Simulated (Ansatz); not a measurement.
# Al27H: the cost of one run

All numbers below are computed with Ansatz 0.2.0 (DFT LDA, plane waves, PAW, scalar-relativistic, no spin polarisation).

## 1. The structure to begin with

The cell holds 28 atoms (Al27H): a = 8.591 Å, b = 8.591 Å, c = 17.677 Å, α = 90.00°, β = 90.00°, γ = 60.00°.

Its coordinates follow in the input file.

## 2. End point A

input.yaml

```yaml
crystal:
  lattice:
    - [8.591347, 0.0, 0.0]
    - [4.295674, 7.440325, 0.0]
    - [0.0, 0.0, 17.676537]
  atoms:
    - { symbol: Al, position: [0.1111111, 0.1111111, 0.0565722] }
    - { symbol: Al, position: [0.4444444, 0.1111111, 0.0565722] }
    - { symbol: Al, position: [0.7777778, 0.1111111, 0.0565722] }
    - { symbol: Al, position: [0.1111111, 0.4444444, 0.0565722] }
    - { symbol: Al, position: [0.4444444, 0.4444444, 0.0565722] }
    - { symbol: Al, position: [0.7777778, 0.4444444, 0.0565722] }
    - { symbol: Al, position: [0.1111111, 0.7777778, 0.0565722] }
    - { symbol: Al, position: [0.4444444, 0.7777778, 0.0565722] }
    - { symbol: Al, position: [0.7777778, 0.7777778, 0.0565722] }
    - { symbol: Al, position: [-0.1111111, 0.2222222, 0.1888531] }
    - { symbol: Al, position: [0.2222222, 0.2222222, 0.1888531] }
    - { symbol: Al, position: [0.5555556, 0.2222222, 0.1888531] }
    - { symbol: Al, position: [-0.1111111, 0.5555556, 0.1888531] }
    - { symbol: Al, position: [0.2222222, 0.5555556, 0.1888531] }
    - { symbol: Al, position: [0.5555556, 0.5555556, 0.1888531] }
    - { symbol: Al, position: [-0.1111111, 0.8888889, 0.1888531] }
    - { symbol: Al, position: [0.2222222, 0.8888889, 0.1888531] }
    - { symbol: Al, position: [0.5555556, 0.8888889, 0.1888531] }
    - { symbol: Al, position: [0.0, 0.0, 0.321134] }
    - { symbol: Al, position: [0.3333333, 0.0, 0.321134] }
    - { symbol: Al, position: [0.6666667, 0.0, 0.321134] }
    - { symbol: Al, position: [0.0, 0.3333333, 0.321134] }
    - { symbol: Al, position: [0.3333333, 0.3333333, 0.321134] }
    - { symbol: Al, position: [0.6666667, 0.3333333, 0.321134] }
    - { symbol: Al, position: [0.0, 0.6666667, 0.321134] }
    - { symbol: Al, position: [0.3333333, 0.6666667, 0.321134] }
    - { symbol: Al, position: [0.6666667, 0.6666667, 0.321134] }
    - { symbol: H, position: [0.896082, 0.8862827, 0.3035966] }
basis:
  ecutwfc: 420.0
kpoints:
  mp_grid: { grid: [2, 2, 1] }
hamiltonian:
  xc: lda
scf:
  occupations: { method: fermi_dirac, width: 0.15 }
  lower_state_search: "off"
relax:
  f_tol: 0.03
  max_steps: 60
  adjacent_minimum: "off"
  constraints: [{ sites: [0, 1, 2, 3, 4, 5, 6, 7, 8] }]
```

Launch:

```bash
$ ansatz run input.yaml --threads 2 --pin off --max-ram 5120MiB --backend cpu --events-out ev --progress --plain --runs-dir out
```

What time and memory should one allow on 2 threads of Intel Xeon 6975P-C (Granite Rapids), shared host?

About 56 s, with a peak of 1.4 GiB.
